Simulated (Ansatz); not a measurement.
AgBr:

```
Ag Br
1.0
     0.00000    2.87015    2.87015
     2.87015    0.00000    2.87015
     2.87015    2.87015    0.00000
Ag Br
1 1
Direct
  0.00000 0.00000 0.00000
  0.50000 0.50000 0.50000
```

Base run:

* Program: Ansatz 0.2.0
* Functional: PBEsol
* Potentials or basis: all-electron LAPW, scalar-relativistic
* Cutoff: 214 eV (chosen from the basis error)
* Basis error allowed: 0.001 eV/atom
* k mesh: 8 × 8 × 8
* Occupations: fermi-dirac, width 0.05 eV
* Spin: no spin polarisation
* Hubbard terms: Ag d U = 8 eV

Its results: band gap on the k mesh 1.45 eV, indirect (least direct gap 2.49 eV); pressure -0.4 GPa.

Q: The run is repeated on the same cell with these changes: hubbard terms from Ag d U = 8 eV to Ag d U = 2 eV. What comes out?

A: Band gap on the k mesh 0.84 eV, indirect (least direct gap 2.47 eV); pressure -1.3 GPa.

Caveats: U is the effective U less J, on atomic orbitals that reach past the spheres.

A k mesh can miss the band edges.
